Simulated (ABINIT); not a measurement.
# TePb (Fm-3m) in ABINIT: equation of state with PBEsol

Aim: the equation of state of TePb with PBEsol.

Everything below comes from runs of ABINIT 10.8.3 (patched build). Logs are shortened: lines on timing, memory, paths and dates and some standing lists are left out, and cuts for length are marked. The log counts tension as positive stress, the text compression.

### 1 The crystal as given

Symmetry: Fm-3m, No. 225, cubic system. Conventional cell: a = 6.462 Å, b = 6.462 Å, c = 6.462 Å, α = 90.00°, β = 90.00°, γ = 90.00°. Pb (site symmetry m-3m) has 6 Te at 3.23 Å as nearest neighbours. Te (site symmetry m-3m) is surrounded by 6 Pb at 3.23 Å.

### 2 Equation of state, PBEsol, spin-orbit coupling, no magnetisation

The input, run.abi:

```
# Datasets: one volume each
ndtset 7
getwfk -1
scalecart1 3*0.9795861087
scalecart2 3*0.9864848297
scalecart3 3*0.9932883884
scalecart4 3*1.0000000000
scalecart5 3*1.0066227096
scalecart6 3*1.0131594038
scalecart7 3*1.0196128224

# Pseudopotentials
pp_dirpath "./"
pseudos "Pb.GGA_PBE-JTH_sp.xml, Te.GGA_PBE-JTH.xml"

# Structure
acell 8.6347709725 8.6347709725 8.6347709725
rprim
     0.0000000000     0.7071067812     0.7071067812
     0.7071067812     0.0000000000     0.7071067812
     0.7071067812     0.7071067812     0.0000000000
ntypat 2
znucl 82 52
natom 2
typat 1 2
xred
     0.0000000000     0.0000000000     0.0000000000
     0.5000000000     0.5000000000     0.5000000000

# Plane-wave basis
ecut 15.0
pawecutdg 30.0
pawxcdev 0

# k points
kptopt 4
ngkpt 7 7 7
nshiftk 1
shiftk 0.0 0.0 0.0

# Exchange and correlation
ixc -116133

# Bands and occupations
nband 18
occopt 3
tsmear 0.00183747

# Spin
nspinor 2
nspden 1
pawspnorb 1

# SCF cycle
nstep 100
tolvrs 1.0e-9

# Output
iomode 3
prtwf 1
prtden 0
prteig 0
prtebands 0
enunit 1
```

Potentials or basis: JTH PAW PBE v2.0 sp.

The run is started by

```bash
> abinit run.abi > log 2>&1
```

run.abo:

```text
.Version 10.8.3 of ABINIT
 DATASET    1 : space group F4 3 2 (#209); Bravais cF (face-center cubic)
================================================================================
 Values of the parameters that define the memory need for DATASET  1.
     intxc =       0    ionmov =       0      iscf =      17    lmnmax =      13
     lnmax =       5     mgfft =      30  mpssoang =       3    mqgrid =    3001
     natom =       2  nloc_mem =       2    nspden =       1   nspinor =       2
    nsppol =       1      nsym =      24    n1xccc =       1    ntypat =       2
    occopt =       3   xclevel =       2
       mpw =        1243          nfft =       27000          nkpt =          21
 PAW method is used; the additional fine FFT grid is defined by:
   mgfftf=        45    nfftf =     91125
================================================================================
================================================================================
[... 71 lines left out ...]
 DATASET    7 : space group F4 3 2 (#209); Bravais cF (face-center cubic)
================================================================================
 Values of the parameters that define the memory need for DATASET  7.
     intxc =       0    ionmov =       0      iscf =      17    lmnmax =      13
     lnmax =       5     mgfft =      32  mpssoang =       3    mqgrid =    3001
     natom =       2  nloc_mem =       2    nspden =       1   nspinor =       2
    nsppol =       1      nsym =      24    n1xccc =       1    ntypat =       2
    occopt =       3   xclevel =       2
       mpw =        1363          nfft =       32768          nkpt =          21
 PAW method is used; the additional fine FFT grid is defined by:
   mgfftf=        45    nfftf =     91125
================================================================================
================================================================================

--------------------------------------------------------------------------------
------------- Echo of variables that govern the present computation ------------
--------------------------------------------------------------------------------
 -outvars: echo values of preprocessed input variables --------
            acell      8.6347709725E+00  8.6347709725E+00  8.6347709725E+00 Bohr
              amu      2.07200000E+02  1.27600000E+02
             ecut      1.50000000E+01 Hartree
           enunit           1
           getwfk          -1
              ixc     -116133
           jdtset        1    2    3    4    5    6    7
           kptopt           4
         kptrlatt        7    0    0      0    7    0      0    0    7
          kptrlen1     5.92095119E+01
          kptrlen2     5.96264940E+01
          kptrlen3     6.00377242E+01
          kptrlen4     6.04433968E+01
          kptrlen5     6.08436959E+01
          kptrlen6     6.12387959E+01
          kptrlen7     6.16288624E+01
            natom           2
            nband          18
           ndtset           7
            ngfft1         30      30      30
            ngfft2         30      30      30
            ngfft3         30      30      30
            ngfft4         32      32      32
            ngfft5         32      32      32
            ngfft6         32      32      32
            ngfft7         32      32      32
          ngfftdg          45      45      45
             nkpt          21
          nspinor           2
            nstep         100
             nsym          24
           ntypat           2
           occopt           3
        pawcpxocc           2
        pawecutdg      3.00000000E+01 Hartree
        pawspnorb           1
         pawxcdev           0
           prtden           0
        prtebands           0
           prteig           0
            rprim1     0.0000000000E+00  6.9267198023E-01  6.9267198023E-01
                       6.9267198023E-01  0.0000000000E+00  6.9267198023E-01
                       6.9267198023E-01  6.9267198023E-01  0.0000000000E+00
            rprim2     0.0000000000E+00  6.9755011263E-01  6.9755011263E-01
                       6.9755011263E-01  0.0000000000E+00  6.9755011263E-01
                       6.9755011263E-01  6.9755011263E-01  0.0000000000E+00
            rprim3     0.0000000000E+00  7.0236095512E-01  7.0236095512E-01
                       7.0236095512E-01  0.0000000000E+00  7.0236095512E-01
                       7.0236095512E-01  7.0236095512E-01  0.0000000000E+00
            rprim4     0.0000000000E+00  7.0710678120E-01  7.0710678120E-01
                       7.0710678120E-01  0.0000000000E+00  7.0710678120E-01
                       7.0710678120E-01  7.0710678120E-01  0.0000000000E+00
            rprim5     0.0000000000E+00  7.1178974407E-01  7.1178974407E-01
                       7.1178974407E-01  0.0000000000E+00  7.1178974407E-01
                       7.1178974407E-01  7.1178974407E-01  0.0000000000E+00
            rprim6     0.0000000000E+00  7.1641188486E-01  7.1641188486E-01
                       7.1641188486E-01  0.0000000000E+00  7.1641188486E-01
                       7.1641188486E-01  7.1641188486E-01  0.0000000000E+00
            rprim7     0.0000000000E+00  7.2097514092E-01  7.2097514092E-01
                       7.2097514092E-01  0.0000000000E+00  7.2097514092E-01
                       7.2097514092E-01  7.2097514092E-01  0.0000000000E+00
          spgroup         209
           tolvrs      1.00000000E-09
           tsmear      1.83747000E-03 Hartree
            typat      1  2
           useylm           1
           xangst1     0.0000000000E+00  0.0000000000E+00  0.0000000000E+00
                       3.1650427151E+00  3.1650427151E+00  3.1650427151E+00
           xangst2     0.0000000000E+00  0.0000000000E+00  0.0000000000E+00
                       3.1873324826E+00  3.1873324826E+00  3.1873324826E+00
           xangst3     0.0000000000E+00  0.0000000000E+00  0.0000000000E+00
                       3.2093147808E+00  3.2093147808E+00  3.2093147808E+00
           xangst4     0.0000000000E+00  0.0000000000E+00  0.0000000000E+00
                       3.2309999979E+00  3.2309999979E+00  3.2309999979E+00
           xangst5     0.0000000000E+00  0.0000000000E+00  0.0000000000E+00
                       3.2523979726E+00  3.2523979726E+00  3.2523979726E+00
           xangst6     0.0000000000E+00  0.0000000000E+00  0.0000000000E+00
                       3.2735180315E+00  3.2735180315E+00  3.2735180315E+00
           xangst7     0.0000000000E+00  0.0000000000E+00  0.0000000000E+00
                       3.2943690270E+00  3.2943690270E+00  3.2943690270E+00
            xcart1     0.0000000000E+00  0.0000000000E+00  0.0000000000E+00
                       5.9810639084E+00  5.9810639084E+00  5.9810639084E+00
            xcart2     0.0000000000E+00  0.0000000000E+00  0.0000000000E+00
                       6.0231854644E+00  6.0231854644E+00  6.0231854644E+00
            xcart3     0.0000000000E+00  0.0000000000E+00  0.0000000000E+00
                       6.0647259875E+00  6.0647259875E+00  6.0647259875E+00
            xcart4     0.0000000000E+00  0.0000000000E+00  0.0000000000E+00
                       6.1057051088E+00  6.1057051088E+00  6.1057051088E+00
            xcart5     0.0000000000E+00  0.0000000000E+00  0.0000000000E+00
                       6.1461414206E+00  6.1461414206E+00  6.1461414206E+00
            xcart6     0.0000000000E+00  0.0000000000E+00  0.0000000000E+00
                       6.1860525478E+00  6.1860525478E+00  6.1860525478E+00
            xcart7     0.0000000000E+00  0.0000000000E+00  0.0000000000E+00
                       6.2254552187E+00  6.2254552187E+00  6.2254552187E+00
             xred      0.0000000000E+00  0.0000000000E+00  0.0000000000E+00
                       5.0000000000E-01  5.0000000000E-01  5.0000000000E-01
            znucl       82.00000   52.00000

================================================================================

 chkinp: Checking input parameters for consistency, jdtset=   1.

 chkinp: Checking input parameters for consistency, jdtset=   2.

 chkinp: Checking input parameters for consistency, jdtset=   3.

 chkinp: Checking input parameters for consistency, jdtset=   4.
[... 27 lines left out ...]
 getcut: wavevector=  0.0000  0.0000  0.0000  ngfft=  30  30  30
         ecut(hartree)=     15.000   => boxcut(ratio)=   2.03657

 Fine grid specifications (used for densities):

 getcut: wavevector=  0.0000  0.0000  0.0000  ngfft=  45  45  45
         ecut(hartree)=     30.000   => boxcut(ratio)=   2.10976

--- Pseudopotential description ------------------------------------------------
- pspini: atom type   1  psp file is ./Pb.GGA_PBE-JTH_sp.xml
 Pseudopotential format is: paw10
 basis_size (lnmax)=  5 (lmn_size= 13), orbitals=   0   0   1   1   2
 Spheres core radius: rc_sph= 2.91365156
 Shapefunction is SIN type: shapef(r)=[sin(pi*r/rshp)/(pi*r/rshp)]**2
 Radius for shape functions =  2.21205640
 Compensation charge density is not taken into account in XC energy/potential

- pspini: atom type   2  psp file is ./Te.GGA_PBE-JTH.xml
 Pseudopotential format is: paw10
 basis_size (lnmax)=  4 (lmn_size=  8), orbitals=   0   0   1   1
 Spheres core radius: rc_sph= 2.31107438
 Shapefunction is SIN type: shapef(r)=[sin(pi*r/rshp)/(pi*r/rshp)]**2
 Radius for shape functions =  2.10488624
 Compensation charge density is not taken into account in XC energy/potential

   1.51012653E+03                                ecore*ucvol(ha*bohr**3)
--------------------------------------------------------------------------------

================================================================================

--- !BeginCycle
iteration_state: {dtset: 1, }
solver: {iscf: 17, nstep: 100, nline: 4, wfoptalg: 10, }
tolerances: {tolvrs: 1.00E-09, }
...

     iter   Etot(hartree)      deltaE(h)  residm     nres2
 ETOT  1  -11.916518118333    -1.192E+01 1.491E-01 3.875E-01
 ETOT  2  -12.095682470201    -1.792E-01 3.804E-02 1.737E-01
 ETOT  3  -12.094386671390     1.296E-03 3.884E-03 2.913E-02
 ETOT  4  -12.094238020033     1.487E-04 1.010E-03 3.823E-03
 ETOT  5  -12.094237560128     4.599E-07 1.116E-03 6.859E-05
 ETOT  6  -12.094237297226     2.629E-07 1.015E-03 2.160E-05
 ETOT  7  -12.094237281296     1.593E-08 5.109E-04 9.991E-07
 ETOT  8  -12.094237278537     2.759E-09 2.497E-04 2.240E-07
 ETOT  9  -12.094237277340     1.196E-09 9.303E-05 2.617E-08
 ETOT 10  -12.094237277094     2.466E-10 4.164E-05 1.017E-10
[... 1172 lines left out ...]
 Cartesian components of stress tensor (hartree/bohr^3)
  sigma(1 1)=  8.78770082E-05  sigma(3 2)=  0.00000000E+00
  sigma(2 2)=  8.78770082E-05  sigma(3 1)=  0.00000000E+00
  sigma(3 3)=  8.78770082E-05  sigma(2 1)=  0.00000000E+00

-Cartesian components of stress tensor (GPa)         [Pressure= -2.5854E+00 GPa]
- sigma(1 1)=  2.58543084E+00  sigma(3 2)=  0.00000000E+00
- sigma(2 2)=  2.58543084E+00  sigma(3 1)=  0.00000000E+00
- sigma(3 3)=  2.58543084E+00  sigma(2 1)=  0.00000000E+00

== END DATASET(S) ==============================================================
================================================================================

 -outvars: echo values of variables after computation  --------
            acell      8.6347709725E+00  8.6347709725E+00  8.6347709725E+00 Bohr
           etotal1    -1.2094237277E+01
           etotal2    -1.2094868990E+01
           etotal3    -1.2095169976E+01
           etotal4    -1.2095176130E+01
           etotal5    -1.2094919804E+01
           etotal6    -1.2094428892E+01
           etotal7    -1.2093728220E+01
            fcart1    -0.0000000000E+00 -0.0000000000E+00 -0.0000000000E+00
                      -0.0000000000E+00 -0.0000000000E+00 -0.0000000000E+00
            fcart2    -0.0000000000E+00 -0.0000000000E+00 -0.0000000000E+00
                      -0.0000000000E+00 -0.0000000000E+00 -0.0000000000E+00
            fcart3    -0.0000000000E+00 -0.0000000000E+00 -0.0000000000E+00
                      -0.0000000000E+00 -0.0000000000E+00 -0.0000000000E+00
            fcart4    -0.0000000000E+00 -0.0000000000E+00 -0.0000000000E+00
                      -0.0000000000E+00 -0.0000000000E+00 -0.0000000000E+00
            fcart5    -0.0000000000E+00 -0.0000000000E+00 -0.0000000000E+00
                      -0.0000000000E+00 -0.0000000000E+00 -0.0000000000E+00
            fcart6    -0.0000000000E+00 -0.0000000000E+00 -0.0000000000E+00
                      -0.0000000000E+00 -0.0000000000E+00 -0.0000000000E+00
            fcart7    -0.0000000000E+00 -0.0000000000E+00 -0.0000000000E+00
                      -0.0000000000E+00 -0.0000000000E+00 -0.0000000000E+00
            rprim1     0.0000000000E+00  6.9267198023E-01  6.9267198023E-01
[... 30 lines left out ...]
           strten6     6.6120942444E-05  6.6120942444E-05  6.6120942444E-05
                       0.0000000000E+00  0.0000000000E+00  0.0000000000E+00
           strten7     8.7877008233E-05  8.7877008233E-05  8.7877008233E-05
                       0.0000000000E+00  0.0000000000E+00  0.0000000000E+00
           xangst1     0.0000000000E+00  0.0000000000E+00  0.0000000000E+00
                       3.1650427151E+00  3.1650427151E+00  3.1650427151E+00
           xangst2     0.0000000000E+00  0.0000000000E+00  0.0000000000E+00
                       3.1873324826E+00  3.1873324826E+00  3.1873324826E+00
           xangst3     0.0000000000E+00  0.0000000000E+00  0.0000000000E+00
                       3.2093147808E+00  3.2093147808E+00  3.2093147808E+00
           xangst4     0.0000000000E+00  0.0000000000E+00  0.0000000000E+00
                       3.2309999979E+00  3.2309999979E+00  3.2309999979E+00
           xangst5     0.0000000000E+00  0.0000000000E+00  0.0000000000E+00
                       3.2523979726E+00  3.2523979726E+00  3.2523979726E+00
           xangst6     0.0000000000E+00  0.0000000000E+00  0.0000000000E+00
                       3.2735180315E+00  3.2735180315E+00  3.2735180315E+00
           xangst7     0.0000000000E+00  0.0000000000E+00  0.0000000000E+00
                       3.2943690270E+00  3.2943690270E+00  3.2943690270E+00
             xred      0.0000000000E+00  0.0000000000E+00  0.0000000000E+00
                       5.0000000000E-01  5.0000000000E-01  5.0000000000E-01
 Calculation completed.
```

Wall time 2.7 min (1 thread of Intel Xeon Platinum 8488C (Sapphire Rapids), shared host); peak memory 0.16 GiB.

What came out:

```yaml
Equilibrium_volume: 33.40 Å³/atom
Bulk_modulus: 44 GPa
Pressure_derivative_of_the_bulk_modulus: 4.7
```

Energy against volume, from the lowest point:
```
volume (Å³/atom)  energy (meV/atom)
          31.706              12.77
          32.380               4.18
          33.055               0.08
          33.730               0.00
          34.404               3.49
          35.079              10.17
          35.753              19.70
```

Caveat: pressures at fixed basis lie under the slope of the energies; the PAW data sets were made with another functional, which shifts forces and pressure a little; this set keeps more shells in the core, which shifts pressures and gaps.
